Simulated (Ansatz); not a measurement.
## TaN: band structure with LDA

Crystal: TaN.

```xyz
2
Lattice="0.0000 2.2113 2.2113 2.2113 0.0000 2.2113 2.2113 2.2113 0.0000" Properties=species:S:1:pos:R:3 pbc="T T T"
Ta    2.2113    2.2113    2.2113
N     0.0000    0.0000    0.0000
```

The cell comes from a database or a generator and needn't be the stable form of this composition.

```
Program                             : Ansatz 0.2.0
Task                                : band structure
Functional                          : LDA
Potentials or basis                 : Ansatz PAW
Cutoff                              : 420 eV (not typed: the program's choice for these potentials)
k mesh                              : 10 × 10 × 10
Occupations                         : fermi-dirac, width 0.05 eV
Spin                                : no spin polarisation
Path                                : [["G", "X", "W", "K", "G", "L", "U", "W", "L", "K"], ["U", "X"]]
Points for each segment of the path : 14
```

* Pressure: -17.2 GPa
* Band gap on the k mesh: none (metal or under the smearing width)

Levels at the corners of the path, in eV from the Fermi level:
| point | band 6 | band 7 | band 8 | band 9 | band 10 | band 11 | band 12 | band 13 |
| --- | --- | --- | --- | --- | --- | --- | --- | --- |
| Γ | -3.74 | -3.74 | -3.74 | -2.10 | -2.10 | -2.10 | -0.02 | -0.02 |
| X | -6.55 | -5.37 | -4.56 | -4.56 | 1.98 | 3.41 | 3.41 | 4.40 |
| W | -7.35 | -6.68 | -6.68 | -0.20 | -0.20 | 3.43 | 3.92 | 4.32 |
| K | -7.58 | -6.71 | -6.09 | -2.20 | 2.38 | 2.45 | 4.41 | 4.84 |
| Γ | -3.74 | -3.74 | -3.74 | -2.10 | -2.10 | -2.10 | -0.02 | -0.02 |
| L | -10.22 | -7.47 | -7.47 | 1.80 | 1.80 | 1.91 | 3.83 | 7.30 |
| U | -7.58 | -6.71 | -6.09 | -2.20 | 2.38 | 2.45 | 4.41 | 4.84 |
| W | -7.35 | -6.68 | -6.68 | -0.20 | -0.20 | 3.43 | 3.92 | 4.32 |
| L | -10.22 | -7.47 | -7.47 | 1.80 | 1.80 | 1.91 | 3.83 | 7.30 |
| K | -7.58 | -6.71 | -6.09 | -2.20 | 2.38 | 2.45 | 4.41 | 4.84 |
| U | -7.58 | -6.71 | -6.09 | -2.20 | 2.38 | 2.45 | 4.41 | 4.84 |
| X | -6.55 | -5.37 | -4.56 | -4.56 | 1.98 | 3.41 | 3.41 | 4.40 |

Run time: 1.7 s on 2 threads of Arm Neoverse V1, on a shared host, peak memory 0.27 GiB.

Caveat: so large a pressure means that the cell lies far from this level's equilibrium, or that cutoff or potentials fall short; the pressure holds a Pulay correction of +0.6 GPa for the finite cutoff; spin-orbit coupling is left out, which moves the levels of the heavy elements; the PAW data sets come from PBE, with cores solved anew for the run's functional, which leaves a small shift of forces and pressure.
